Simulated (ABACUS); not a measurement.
# CaF2 (Fluorite) under changes of volume

One of the cells (13.579 Å³/atom); the others are scaled copies at fixed shape and fractional positions:

```
Ca F
1.0
    -2.73100    0.00000    2.73100
     0.00000    2.73100    2.73100
    -2.73100    2.73100    0.00000
Ca F
1 2
Direct
  0.00000 0.00000 0.00000
  0.25000 0.25000 0.25000
  0.75000 0.75000 0.75000
```

```yaml
Program: ABACUS 3.10.1
Functional: PBEsol
Potentials_or_basis: PseudoDojo NC SR 0.4.1 PBEsol standard
Cutoff: 1143 eV
Density_cutoff: 4572 eV
Basis: plane waves
k_mesh: 6 × 6 × 6
Occupations: fermi-dirac, width 0.05 eV
Spin: no spin polarisation
```

```csv
volume (Å³/atom),energy over the lowest point (meV/atom),pressure (GPa),gap on the mesh (eV)
12.764,4.62,3.4,7.51
13.036,0.67,1.3,7.38
13.308,0.00,-0.5,7.26
13.579,2.26,-2.1,7.14
13.851,?,?,?
14.122,14.33,-4.9,6.92
14.394,23.61,-6.1,6.81
```

Question: What does the run at 13.851 Å³/atom give?

Answer: Energy over the lowest point 7.13 meV/atom; pressure -3.6 GPa; gap on the mesh 7.03 eV.

Worked out: A Birch-Murnaghan fit of order 3 (a polynomial in V^(-2/3)) to the other rows has its minimum at 13.23 Å³/atom with B0 = V·E''(V) = 87 GPa and B' = 4.6. It gives 7.14 meV/atom at 13.851 Å³/atom, against the run's 7.13, and -dE/dV = -3.6 GPa, against -3.6. A straight line through the other rows of the gap, of slope -5.8 eV per unit of ln V, gives 7.03 eV, against the run's 7.03.

Energies are extrapolated to zero smearing.

A mesh can miss the band edges.
